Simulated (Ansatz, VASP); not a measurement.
## One calculation of SnO, two programs

```
Sn O
1.0
     3.08960    0.00000    0.00000
     0.00000    3.08960    0.00000
     0.00000    0.00000    3.08960
Sn O
1 1
Cartesian
  0.0000 0.0000 0.0000
  1.5448 1.5448 1.5448
```

Change from the starting cell: volume scaled by 0.96.

Alike in both runs: task single point; functional PBE; k mesh 9 × 9 × 9; occupations fermi-dirac, width 0.05 eV; no spin polarisation.

|  | VASP | Ansatz |
| --- | --- | --- |
| version | VASP 6.6.1 | Ansatz 0.2.0 |
| potentials or method | VASP PAW PBE potentials, release 64 (Sn_d, O) | Ansatz PAW |
| plane-wave cutoff (eV) | 520 | 420 |
| valence electrons in the cell | 20 | 20 |

```tsv
	VASP	Ansatz	Ansatz less VASP
gap on the k mesh at the Fermi level (eV)	0.38	0.38	+0.006
least direct gap on the mesh (eV)	0.98	0.98	0.000
pressure (GPa)	4.4	4.4	0.00
```

Caveats: spin-orbit coupling is left out, which moves the levels of the heavy elements; an odd mesh through Γ misses points on the zone boundary, where band edges often lie (VASP); odd divisions of the mesh miss points on the zone boundary, where band edges often lie, so the gap on the mesh can be too wide (Ansatz); the pressure holds a Pulay correction of +0.5 GPa for the finite cutoff (Ansatz).
